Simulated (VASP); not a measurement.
The system is GaP.

```
Ga P
1.0
     0.00000    2.71842    2.71842
     2.71842    0.00000    2.71842
     2.71842    2.71842    0.00000
Ga P
1 1
Direct
  0.00000 0.00000 0.00000
  0.25000 0.25000 0.25000
```

Program: VASP 6.6.1. Alike in all runs: potentials or basis VASP PAW PBE potentials, release 64 (Ga_d, P); no spin polarisation; cell as given; k mesh 8 × 8 × 8; cutoff (eV) 520; smearing gaussian 0.03 eV.

Question: Order these runs on this cell by their band gap on the k mesh, lowest first.
A. level TB-mBJ
B. level r2SCAN
C. level PBE

Answer: C (1.63 eV), B (1.89 eV), A (2.41 eV).

A k mesh can miss the band edges.
